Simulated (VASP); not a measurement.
# Al15N16 (a cell with a defect) in VASP: a series of runs

The runs below take Al15N16 (a cell with a defect) through relaxation of the atoms, single point, with PBEsol, LDA.

Program: VASP 6.6.1. These are calculated values, not measurements. Logs are shortened: lines on timing, memory, paths and dates and some standing lists are left out, and cuts for length are marked.

### Step 1. The crystal as given

The cell holds a defect, 31 atoms: a = 6.220 Å, b = 6.220 Å, c = 9.960 Å, α = 90.00°, β = 90.00°, γ = 120.00°.

### Step 2. Relaxation of the atoms, PBEsol, collinear spin, ferromagnetic start

Contents of INCAR:

```
PREC = Accurate ; ENCUT = 450
EDIFF = 1E-5 ; ISMEAR = 0
SIGMA = 0.03 ; LREAL = Auto
LASPH = T ; NELM = 120
ALGO = Normal ; ISIF = 2
LWAVE = F ; LCHARG = F
ISPIN = 2 ; MAGMOM = 0 0 0 0 0 0 0 0 0 0 0 0 0 0 0 0.75 0 0 0 0 0 0 0 0 0.75 0 0.75 0 0.75 0 0
LORBIT = 11 ; GGA = PS
IBRION = 2 ; NSW = 40
EDIFFG = -0.03 ; KPAR = 4
```

Contents of KPOINTS:

```
regular mesh
0
Gamma
  3 3 2
```

Contents of POSCAR:

```
Al15N16
1.0
    6.2200008610      0.0000000000      0.0000000000
   -3.1100004305      5.3866787572      0.0000000000
    0.0000000000      0.0000000000      9.9600000000
Al N
15 16
Direct
    0.3333333333      0.1666666667      0.5000000000
    0.3333333333      0.6666666667      0.0000000000
    0.3333333333      0.6666666667      0.5000000000
    0.8333333333      0.1666666667      0.0000000000
    0.8333333333      0.1666666667      0.5000000000
    0.8333333333      0.6666666667      0.0000000000
    0.8333333333      0.6666666667      0.5000000000
    0.1666666667      0.3333333333      0.2500000000
    0.1666666667      0.3333333333      0.7500000000
    0.1666666667      0.8333333333      0.2500000000
    0.1666666667      0.8333333333      0.7500000000
    0.6666666667      0.3333333333      0.2500000000
    0.6666666667      0.3333333333      0.7500000000
    0.6666666667      0.8333333333      0.2500000000
    0.6666666667      0.8333333333      0.7500000000
    0.3333333333      0.1666666667      0.1910000000
    0.3333333333      0.1666666667      0.6910000000
    0.3333333333      0.6666666667      0.1910000000
    0.3333333333      0.6666666667      0.6910000000
    0.8333333333      0.1666666667      0.1910000000
    0.8333333333      0.1666666667      0.6910000000
    0.8333333333      0.6666666667      0.1910000000
    0.8333333333      0.6666666667      0.6910000000
    0.1666666667      0.3333333333      0.4410000000
    0.1666666667      0.3333333333      0.9410000000
    0.1666666667      0.8333333333      0.4410000000
    0.1666666667      0.8333333333      0.9410000000
    0.6666666667      0.3333333333      0.4410000000
    0.6666666667      0.3333333333      0.9410000000
    0.6666666667      0.8333333333      0.4410000000
    0.6666666667      0.8333333333      0.9410000000
```

Potentials or basis: VASP PAW PBE potentials, release 64 (Al, N).

On the command line:

```
cat potpaw_PBE.64/Al/POTCAR potpaw_PBE.64/N/POTCAR > POTCAR
mpirun -np 4 vasp_std > vasp.out
```

OUTCAR:

```text
PREC = Accurate
   ENCUT = 450
   EDIFF = 1E-5
   ISMEAR = 0
   LREAL = Auto
   LASPH = T
   NELM = 120
   ISIF = 2
   ISPIN = 2
   LORBIT = 11
   GGA = PS
   IBRION = 2
   NSW = 40
   EDIFFG = -0.03

 ion  position               nearest neighbor table
   1  0.333  0.167  0.500-  24 1.89  28 1.89  26 1.89  17 1.90   8 3.07   9 3.07  12 3.07  13 3.07
                            10 3.07  11 3.07   5 3.11   5 3.11   7 3.11   3 3.11   3 3.11   7 3.11
   2  0.333  0.667  0.000-  27 1.89  31 1.89  25 1.89  18 1.90  10 3.07  11 3.07  14 3.07  15 3.07
                             8 3.07   9 3.07   6 3.11   6 3.11   4 3.11   4 3.11
   3  0.333  0.667  0.500-  26 1.89  30 1.89  24 1.89  19 1.90  10 3.07  11 3.07  14 3.07  15 3.07
                             8 3.07   9 3.07   7 3.11   7 3.11   1 3.11   1 3.11   5 3.11   5 3.11
   4  0.833  0.167  0.000-  29 1.89  25 1.89  31 1.89  20 1.90  12 3.07  13 3.07   8 3.07   9 3.07
                            14 3.07  15 3.07   2 3.11   6 3.11   6 3.11   2 3.11
   5  0.833  0.167  0.500-  28 1.89  24 1.89  30 1.89  21 1.90  12 3.07  13 3.07   8 3.07   9 3.07
                            14 3.07  15 3.07   1 3.11   1 3.11   7 3.11   7 3.11   3 3.11   3 3.11
   6  0.833  0.667  0.000-  31 1.89  27 1.89  29 1.89  22 1.90  14 3.07  15 3.07  10 3.07  11 3.07
                            12 3.07  13 3.07   2 3.11   2 3.11   4 3.11   4 3.11
   7  0.833  0.667  0.500-  30 1.89  26 1.89  28 1.89  23 1.90  14 3.07  15 3.07  10 3.07  11 3.07
                            12 3.07  13 3.07   3 3.11   3 3.11   5 3.11   5 3.11   1 3.11   1 3.11
   8  0.167  0.333  0.250-  16 1.89  20 1.89  18 1.89  24 1.90   1 3.07   4 3.07   5 3.07   2 3.07
                             3 3.07  12 3.11  12 3.11  14 3.11  10 3.11  10 3.11  14 3.11
   9  0.167  0.333  0.750-  17 1.89  21 1.89  19 1.89  25 1.90   1 3.07   4 3.07   5 3.07   2 3.07
[... 15 lines left out ...]
  18  0.333  0.667  0.191-  10 1.89  14 1.89   8 1.89   2 1.90
  19  0.333  0.667  0.691-  11 1.89  15 1.89   9 1.89   3 1.90
  20  0.833  0.167  0.191-  12 1.89   8 1.89  14 1.89   4 1.90
  21  0.833  0.167  0.691-  13 1.89   9 1.89  15 1.89   5 1.90
  22  0.833  0.667  0.191-  14 1.89  10 1.89  12 1.89   6 1.90
  23  0.833  0.667  0.691-  15 1.89  11 1.89  13 1.89   7 1.90
  24  0.167  0.333  0.441-   1 1.89   5 1.89   3 1.89   8 1.90
  25  0.167  0.333  0.941-   4 1.89   2 1.89   9 1.90
  26  0.167  0.833  0.441-   3 1.89   7 1.89   1 1.89  10 1.90
  27  0.167  0.833  0.941-   2 1.89   6 1.89  11 1.90
  28  0.667  0.333  0.441-   5 1.89   1 1.89   7 1.89  12 1.90
  29  0.667  0.333  0.941-   4 1.89   6 1.89  13 1.90
  30  0.667  0.833  0.441-   7 1.89   3 1.89   5 1.89  14 1.90
  31  0.667  0.833  0.941-   6 1.89   2 1.89   4 1.89  15 1.90

  LATTYP: Found a hexagonal cell.
 ALAT       =     6.2200008610
 C/A-ratio  =     1.6012859520

  Lattice vectors:

 A1 = (   6.2200008610,   0.0000000000,   0.0000000000)
 A2 = (  -3.1100004305,   5.3866787572,   0.0000000000)
 A3 = (   0.0000000000,   0.0000000000,   9.9600000000)

Analysis of symmetry for initial positions (statically):
=====================================================================
 Subroutine PRICEL returns:
 Original cell was already a primitive cell.

 Routine SETGRP: Setting up the symmetry group for a
 hexagonal supercell.

 Subroutine GETGRP returns: Found  6 space group operations
 (whereof  2 operations were pure point group operations)
 out of a pool of 24 trial point group operations.

The static configuration has the point symmetry C_1h.
 The point group associated with its full space group is C_3v.

Analysis of symmetry for dynamics (positions and initial velocities):
=====================================================================
 Subroutine PRICEL returns:
 Original cell was already a primitive cell.

 Routine SETGRP: Setting up the symmetry group for a
 hexagonal supercell.

 Subroutine GETGRP returns: Found  6 space group operations
 (whereof  2 operations were pure point group operations)
 out of a pool of 24 trial point group operations.

The dynamic configuration has the point symmetry C_1h.
 The point group associated with its full space group is C_3v.

Analysis of structural, dynamic, and magnetic symmetry:
=====================================================================
 Subroutine PRICEL returns:
 Original cell was already a primitive cell.

 Routine SETGRP: Setting up the symmetry group for a
 hexagonal supercell.

 Subroutine GETGRP returns: Found  6 space group operations
 (whereof  2 operations were pure point group operations)
 out of a pool of 24 trial point group operations.

The overall configuration has the point symmetry C_1h.
 The point group associated with its full space group is C_3v.

 Subroutine INISYM returns: Found  6 space group operations
 (whereof  2 operations are pure point group operations),
[... 150 lines left out ...]
   ISMEAR =     0;   SIGMA  =   0.03  broadening in eV -4-tet -1-fermi 0-gaus
   EFERMI_NEDOS =   21; number of points for ismear=-14 and -15
   IALGO  =     38    algorithm
   IMIX   =      4    mixing-type and parameters
     AMIX     =   0.40;   BMIX     =  1.00
     AMIX_MAG =   1.60;   BMIX_MAG =  1.00
  volume/ion in A,a.u.               =      10.76        72.64
  Fermi-wavevector in a.u.,A,eV,Ry     =   1.180107  2.230078 18.948173  1.392651
  Thomas-Fermi vector in A             =   2.316405
   LORBIT       =     11    0 simple, 1 ext, 2 COOP (PROOUT), +10 PAW based schemes
   GGA     = PS    functional components
   LHFCALC =     F    Hartree Fock is set to
   AEXX    =    0.0000 exact exchange contribution
   IVDW    =     0    specifies the selected vdW correction
   LEPSILON=     F    determine dielectric tensor
   LRPA    =     F    only Hartree local field effects (RPA)
 conjugate gradient relaxation of ions
 spin polarized calculation
 Gauss-broadening in eV      SIGMA  =   0.03
  energy-cutoff  :      450.00
  volume of cell :      333.71
 maximum number of plane-waves:      7283
 NGX is ok and might be reduce to    48
   NGX = 21   NGY = 21   NGZ = 35

--------------------------------------- Ionic step        1  -------------------------------------------

 number of electron     124.9999982 magnetization       2.5557850

 Free energy of the ion-electron system (eV)
  ---------------------------------------------------
  ext. energy  EPLUGINS =         0.00000000
  ---------------------------------------------------
  free energy    TOTEN  =      -236.34549014 eV

  energy without entropy =     -236.34380143  energy(sigma->0) =     -236.34464579

------------------------ aborting loop because EDIFF is reached ----------------------------------------

  FORCE on cell =-STRESS in cart. coord.  units (eV):
  Direction    XX          YY          ZZ          XY          YZ          ZX
  --------------------------------------------------------------------------------------
  -------------------------------------------------------------------------------------
  Total       -1.2899629     -1.2899629     -2.8369356      0.0000000     -0.0000000     -0.0000000
  in kB       -6.1932264     -6.1932264    -13.6203791      0.0000000     -0.0000000     -0.0000000
  external PRESSURE =      -8.6689440 kB  Pullay stress =       0.0000000 kB
[... 176 lines left out ...]
  FREE ENERGIE OF THE ION-ELECTRON SYSTEM (eV)
  ---------------------------------------------------
  free  energy   TOTEN  =      -236.7558040157 eV

  energy  without entropy=     -236.7535898733  energy(sigma->0) =     -236.75469694

[... ionic steps 4 to 13 ...]

--------------------------------------- Ionic step       14  -------------------------------------------

 number of electron     124.9999985 magnetization       2.9994508

------------------------ aborting loop because EDIFF is reached ----------------------------------------
[... 125 lines left out ...]
--------------------------------------- Ionic step       16  -------------------------------------------

 number of electron     124.9999985 magnetization       2.9996068

 Free energy of the ion-electron system (eV)
  ---------------------------------------------------
  ext. energy  EPLUGINS =         0.00000000
  ---------------------------------------------------
  free energy    TOTEN  =      -237.06104553 eV

  energy without entropy =     -237.06101679  energy(sigma->0) =     -237.06103116

 E-fermi :   5.7122     XC(G=0): -10.8861

 val. band max:        5.6467539565   @ k =   0.0000   0.0000   0.5000
 cond. band min:       5.7738294066   @ k =   0.3333   0.3333   0.5000
 fundamental gap:      0.1270754502
 Fermi energy:         5.7121659635

 spin component 1

 k-point     1 :       0.0000    0.0000    0.0000
  band No.  band energies     occupation
      1      -9.7635      1.00000
      2      -8.9142      1.00000
      3      -8.7868      1.00000
      4      -7.8505      1.00000
      5      -7.7970      1.00000
      6      -7.7970      1.00000
[... 451 lines left out ...]
     73      12.5732      0.00000
     74      12.6459      0.00000
 Fermi energy:         5.7121659635

 spin component 2

 k-point     1 :       0.0000    0.0000    0.0000
  band No.  band energies     occupation
      1      -9.6494      1.00000
      2      -8.7888      1.00000
      3      -8.5826      1.00000
      4      -7.7313      1.00000
      5      -7.7313      1.00000
      6      -7.6322      1.00000
[... 451 lines left out ...]
     73      12.7075      0.00000
     74      12.7237      0.00000
 [bands above 74 left out]

------------------------ aborting loop because EDIFF is reached ----------------------------------------

  FORCE on cell =-STRESS in cart. coord.  units (eV):
  Direction    XX          YY          ZZ          XY          YZ          ZX
  --------------------------------------------------------------------------------------
  -------------------------------------------------------------------------------------
  Total        4.1109720      4.1109720      4.1698555     -0.0000000     -0.0000000      0.0000000
  in kB       19.7371411     19.7371411     20.0198456     -0.0000000     -0.0000000      0.0000000
  external PRESSURE =      19.8313760 kB  Pullay stress =       0.0000000 kB
[... 46 lines left out ...]
  FREE ENERGIE OF THE ION-ELECTRON SYSTEM (eV)
  ---------------------------------------------------
  free  energy   TOTEN  =      -237.0610455331 eV

  energy  without entropy=     -237.0610167904  energy(sigma->0) =     -237.06103116

 reached required accuracy - stopping structural energy minimisation

 total charge

# of ion       s       p       d       tot
------------------------------------------
    1        0.367   0.438   0.000   0.805
    2        0.376   0.463   0.000   0.840
    3        0.371   0.449   0.000   0.821
    4        0.376   0.463   0.000   0.840
    5        0.371   0.449   0.000   0.821
    6        0.376   0.463   0.000   0.840
[... 23 lines left out ...]
   30        1.224   2.627   0.000   3.851
   31        1.224   2.624   0.000   3.848
--------------------------------------------------
tot         25.303  48.049   0.000  73.352

 magnetization (x)

# of ion       s       p       d       tot
------------------------------------------
    1        0.001   0.001   0.000   0.002
    2       -0.004  -0.005   0.000  -0.008
    3       -0.000   0.001   0.000   0.001
    4       -0.004  -0.005   0.000  -0.008
    5       -0.000   0.001   0.000   0.001
    6       -0.004  -0.005   0.000  -0.008
[... 23 lines left out ...]
   30       -0.000   0.003   0.000   0.003
   31        0.001   0.016   0.000   0.017
--------------------------------------------------
tot          0.040   1.938   0.000   1.978
```

Run time: 21 min. Hardware: 4 MPI ranks of Intel Xeon Platinum 8488C (Sapphire Rapids), shared host; peak memory 0.64 GiB.

Results:

| Item | Value |
| --- | --- |
| Free energy | -237.0610 eV |
| Energy gained by relaxing | 23.1 meV/atom |
| Ionic steps | 16 |
| Largest force after relaxing | 0.018 eV/Å |
| Band gap on the k mesh | 0.13 eV, indirect (least direct gap 0.15 eV) |
| Net moment | 3.00 μB per cell |
| Site moments | Al +0.00, -0.01, -0.00; N +0.44, +0.03, +0.00, +0.01, +0.05, +0.45, +0.02 μB |
| Valence electrons inside the program's atomic spheres | Al 0.81, 0.84, 0.82, 0.83; N 3.73, 3.83, 3.85, 3.84 |

Forces in eV/Å, atoms in the order of the input:
```
Al   0.000  0.000 -0.004
Al   0.010  0.006 -0.001
Al   0.001  0.000  0.001
Al   0.000 -0.012 -0.001
Al   0.000 -0.001  0.001
Al  -0.010  0.006 -0.001
Al  -0.001  0.000  0.001
Al  -0.005  0.003 -0.004
Al   0.000  0.000 -0.012
Al   0.000 -0.005 -0.004
Al   0.000  0.000 -0.012
Al   0.005  0.003 -0.004
Al   0.000  0.000 -0.012
Al   0.000  0.000 -0.003
Al   0.000  0.000  0.018
N    0.000  0.000  0.005
N    0.000  0.000 -0.009
N   -0.003 -0.002  0.003
N    0.001  0.000  0.004
N    0.000  0.004  0.003
N    0.000 -0.001  0.004
N    0.003 -0.002  0.003
N   -0.001  0.000  0.004
N    0.000  0.000 -0.003
N    0.000  0.000  0.005
N    0.000  0.000 -0.003
N    0.000  0.000  0.005
N    0.000  0.000 -0.003
N    0.000  0.000  0.005
N    0.000  0.000 -0.002
N    0.000  0.000  0.013
```

Step by step:
| step | energy change (eV) | largest force (eV/Å) | pressure (GPa) |
| --- | --- | --- | --- |
| 1 | 0.0000 | 1.5373 | -0.87 |
| 2 | -0.4092 | 0.9458 | 0.23 |
| 3 | -0.4103 | 0.9263 | 0.29 |
| 4 | -0.6322 | 0.4568 | 1.23 |
| 5 | -0.6367 | 0.4681 | 1.38 |
| 6 | -0.6918 | 0.2217 | 1.78 |
| 7 | -0.6918 | 0.2209 | 1.77 |
| 8 | -0.7049 | 0.1671 | 1.83 |
| 9 | -0.7057 | 0.1625 | 1.85 |
| 10 | -0.7128 | 0.0868 | 1.89 |
| 11 | -0.7131 | 0.1023 | 1.90 |
| 12 | -0.7143 | 0.0656 | 1.95 |
| 13 | -0.7145 | 0.0500 | 1.94 |
| 14 | -0.7152 | 0.0320 | 1.96 |
| 15 | -0.7153 | 0.0403 | 1.97 |
| 16 | -0.7156 | 0.0176 | 1.98 |

Final structure:
```xyz
31
Lattice="6.2200 0.0000 0.0000 -3.1100 5.3867 0.0000 0.0000 0.0000 9.9600" Properties=species:S:1:pos:R:3 pbc="T T T"
Al    1.5550    0.8978    4.9702
Al    0.0273    3.6069    0.0262
Al    0.0058    3.5945    4.9739
Al    4.6650    0.8663    0.0262
Al    4.6650    0.8911    4.9739
Al    3.0827    3.6069    0.0262
Al    3.1042    3.5945    4.9739
Al   -0.0245    1.8097    2.4827
Al   -0.0047    1.7982    7.4575
Al   -1.5550    4.4606    2.4827
Al   -1.5550    4.4835    7.4575
Al    3.1345    1.8097    2.4827
Al    3.1147    1.7982    7.4575
Al    1.5550    4.4889    2.5063
Al    1.5550    4.4889    7.4537
N     1.5550    0.8978    2.1409
N     1.5550    0.8978    6.8841
N     0.0081    3.5958    1.9127
N     0.0066    3.5949    6.8531
N     4.6650    0.8884    1.9127
N     4.6650    0.8902    6.8531
N     3.1019    3.5958    1.9127
N     3.1034    3.5949    6.8531
N    -0.0045    1.7981    4.3909
N    -0.1577    1.8866    9.3209
N    -1.5550    4.4837    4.3909
N    -1.5550    4.3068    9.3209
N     3.1145    1.7981    4.3909
N     3.2677    1.8866    9.3209
N     1.5550    4.4889    4.3845
N     1.5550    4.4889    9.3643
```

Caveat: the cutoff is under 1.25 times the usual one of these potentials, so pressure, stress and relaxed cells hold a basis-set (Pulay) error; the PAW data sets were made with another functional, which shifts forces and pressure a little.

(Part 1 of 2 ends here.)
